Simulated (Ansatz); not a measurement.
Write a Python script for the Ansatz DFT code, driven from Python that makes a comparison of functionals at one structure of Li, space group P6_3/mmc. Use (first run): PBEsol, PAW, cutoff 530 eV, 9×9×5 k-points, Fermi-Dirac smearing of 0.05 eV. The script varies functional: pbesol, lda, rpbe, blyp, pbe.

```
Li
1.0
     3.11100    0.00000    0.00000
    -1.55550    2.69421    0.00000
     0.00000    0.00000    5.09300
Li
2
Direct
  0.33333 0.66667 0.25000
  0.66667 0.33333 0.75000
```

`xc_li.py`:
```python
"""Functional comparison for Li (totals differ with the potentials too)."""

import ansatz as az


def main() -> None:
    lattice = az.Lattice.of(
        (3.111, 0.0, 0.0),
        (-1.5555, 2.69420503, 0.0),
        (0.0, 0.0, 5.093),
    )
    sites = [
        ("Li", (1 / 3, 2 / 3, 0.25)),
        ("Li", (2 / 3, 1 / 3, 0.75)),
    ]
    cell = az.Crystal(lattice=lattice)
    for symbol, position in sites:
        cell = cell.atom(symbol, position)

    base = (
        cell.calculation()
        .basis(530)
        .kpoints(mesh=(9, 9, 5))
        .occupations(az.OccupationsMethod.FERMI_DIRAC, width=0.05)
        .stress()
    )

    rows = []
    for value in ["pbesol", "lda", "rpbe", "blyp", "pbe"]:
        report = base.functional(value).run(threads=1, backend="cpu").report
        rows.append((value, report["free_energy_ev"] / len(report["lattice"]["sites"]), report["n_iterations"], sum(report["stress_gpa"][i][i] for i in range(3)) / 3, report["n_kpoints"]))

    print("  functional   F/atom (eV)    iterations       P (GPa)      k-points")
    for row in rows:
        print(f"{str(row[0]):>12s}  {row[1]:12.5f}  {row[2]:12d}  {row[3]:12.3f}  {row[4]:12d}")


if __name__ == "__main__":
    main()
```

Output of `python xc_li.py`:
```text
  functional   F/atom (eV)    iterations       P (GPa)      k-points
      pbesol    -203.00283             6        -0.685            36
         lda    -201.63622             6        -1.455            36
        rpbe    -205.44664             6        -0.187            36
        blyp    -204.94210             6        -0.798            36
         pbe    -204.69169             6        -0.684            36
```

From lowest to highest: LDA (-1.5 GPa), BLYP (-0.8 GPa), PBEsol (-0.7 GPa), PBE (-0.7 GPa) and RPBE (-0.2 GPa). At a fixed cell a lower pressure usually means a smaller equilibrium volume, so LDA prefers the smallest cell and RPBE the largest.

BLYP can be off by several per cent in the lattices of metals, and by several GPa in the pressure at a fixed cell. The mesh is modest for a metal, so energies can be off by several to tens of meV an atom and pressures by half a GPa or more; differences at equal mesh fare better. Pressure is positive in compression. This isn't the structure that Li takes at ambient conditions. Total energies of different functionals can't be compared; pressures, moments and gaps at this one structure can. Cost: of the order of 2.5 core-seconds.

(Lines on the test bed's own set-up are left out of the output.)
